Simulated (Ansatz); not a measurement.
**Abstraction of Cl: C4H9Cl + NbCl4 → C4H9 + NbCl5**

Species: C4H9Cl (1-chlorobutane) `CCCCCl`, singlet; NbCl4 `[Cl][Nb]([Cl])([Cl])[Cl]`, doublet; C4H9 (1-butyl radical) `[CH2]CCC`, doublet; NbCl5 (niobium pentachloride) `[Cl][Nb]([Cl])([Cl])([Cl])[Cl]`, singlet. A radical takes Cl: the energy is the difference in strength between the C–Cl bond broken and the Nb–Cl bond made.

Shapes, held fixed at every level: PBE0-D4/def2-TZVP. Flexible molecules stand in one conformer, not always the lowest. Programs: Ansatz 0.2.0. The zero-point and thermal change to 298 K, harmonic and unscaled (PBE0-D4/def2-TZVP), is -11.0 kJ/mol.

```csv
level,kind,ΔH(298 K) (kJ/mol),less CCSD/def2-SVP
MP2/def2-TZVPP,perturbation theory,+38.8,-47.0
HF/def2-SVP,Hartree–Fock,+140.3,+54.5
PBE-D4/def2-TZVPP,GGA,+38.3,-47.5
B3LYP-D4/def2-TZVPP,global hybrid,+61.5,-24.3
BHLYP-D4/def2-TZVPP,global hybrid,+97.2,+11.4
PBE0-D4/def2-TZVPP,global hybrid,+68.7,-17.1
wB97X-V/def2-TZVPP,range-separated hybrid,+93.6,+7.8
CCSD/def2-SVP,coupled cluster or CI,+85.8,0.0
```

The highest level, CCSD/def2-SVP, gives ΔH(298 K) = +85.8 kJ/mol; the levels span +38.3 to +140.3. The column of differences is taken from that level and isn't an error. No measured value is set beside it here. T1 is large for NbCl5 (0.021), so single-reference values are less sure there. Open shells run unrestricted. For atoms past krypton def2 sets carry core potentials with scalar relativity. Outer-core shells of Nb are correlated in most correlated rows, in sets that cover them unevenly.
